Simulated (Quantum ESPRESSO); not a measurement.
## GaAs: single point with PBE

GaAs:

```
Ga As
1.0
     3.81014    0.00000    0.00000
     0.00000    3.81014    0.00000
     0.00000    0.00000    2.73891
Ga As
1 1
Direct
  0.50000 0.50000 0.50000
  0.00000 0.00000 0.50000
```

The cell was built by a generator and needn't be a form met in nature.

```
Program             : Quantum ESPRESSO 7.5
Task                : single point
Functional          : PBE
Potentials or basis : SSSP 1.3 efficiency PBE
Cutoff              : 952 eV
Density cutoff      : 7619 eV
k mesh              : 7 × 7 × 10
Occupations         : fermi-dirac, width 0.05 eV
Spin                : no spin polarisation
```

The pressure is 0.1 GPa. The band gap on the k mesh is none (metal or under the smearing width).

Stress tensor (GPa, compression positive):
```
 1.60  0.00  0.00
 0.00  1.60  0.00
 0.00  0.00 -2.97
```

Levels at points of the mesh, in eV from the Fermi level:
```tsv
k point	band 5	band 6	band 7	band 8	band 9	band 10	band 11	band 12	band 13	band 14
(0.00, 0.00, 0.00)	-14.65	-13.36	-4.33	-2.67	-2.67	3.53	5.18	7.25	7.25	9.81
(0.00, 0.00, -0.50)	-14.67	-10.05	-5.83	-0.13	-0.13	0.23	0.93	7.08	7.08	7.08
```

It took 76 s on 1 thread of Arm Neoverse V1, with other jobs on the host, peak memory 0.28 GiB.
